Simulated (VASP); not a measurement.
**WC: elastic constants with PBE**

Crystal: WC.

```
W C
1.0
     2.90650    0.00000    0.00000
    -1.45325    2.51710    0.00000
     0.00000    0.00000    2.83660
W C
1 1
Cartesian
  0.0000 0.0000 0.0000
  1.4533 0.8390 1.4183
```

* Program: VASP 6.6.1
* Task: elastic constants
* Functional: PBE
* Potentials or basis: VASP PAW PBE potentials, release 64 (W_sv, C)
* Cutoff: 600 eV
* k mesh: 13 × 13 × 10
* Occupations: gaussian, width 0.1 eV
* Spin: no spin polarisation
* Ions in elastic constants: relaxed
* Further INCAR settings: ALGO = Fast; EDIFF = 1e-08; IBRION = 6; POTIM = 0.015; NSW = 1; ISIF = 3

The relaxed volume is 10.55 Å³/atom, the relaxed cell is a = 2.924 Å, b = 2.924 Å, c = 2.849 Å, α = 90.00°, β = 90.00°, γ = 120.00° and the space group after relaxing (to 0.05 Å) is P-6m2 (No. 187). The voigt bulk modulus is 387 GPa and the highest phonon frequency at Γ, LO-TO splitting left out is 596 cm⁻¹.

The path:
```
step  energy change (eV)  largest force (eV/Å)  pressure (GPa)  volume (Å³)
   1              0.0000                0.0000            6.67        20.75
   2              0.0430                0.0000          -15.83        22.08
   3             -0.0071                0.0000           -0.11        21.11
   4             -0.0071                0.0000            0.02        21.10
   5             -0.0072                0.0000            0.04        21.11
   6             -0.0072                0.0000            0.03        21.10
```

Final structure:
```xyz
2
Lattice="2.9244 0.0000 0.0000 -1.4622 2.5326 0.0000 0.0000 0.0000 2.8494" Properties=species:S:1:pos:R:3 pbc="T T T"
W     0.0000    0.0000    0.0000
C     1.4622    0.8442    1.4247
```

Phonon frequencies in cm⁻¹ (negative: imaginary):
| q point | frequencies |
| --- | --- |
| (0.000, 0.000, 0.000) | 0 0 0 564 596 596 |

Elastic tensor in Voigt notation (GPa, in the Cartesian axes of the cell as first typed):
```
689 241 170   0   0   0
241 689 170   0   0   0
170 170 941   0   0   0
  0   0   0 301   0   0
  0   0   0   0 301   0
  0   0   0   0   0 224
```

Clamped-ion elastic tensor (GPa):
```
702 229 170   0   0   0
229 702 170   0   0   0
170 170 941   0   0   0
  0   0   0 301   0   0
  0   0   0   0 301   0
  0   0   0   0   0 237
```

Run time: 17 min on 1 thread of AMD EPYC 9R45 96-Core Processor (Zen 5) (shared host), peak memory 0.39 GiB.

The run has no spin-orbit coupling, so splittings on W are missing.
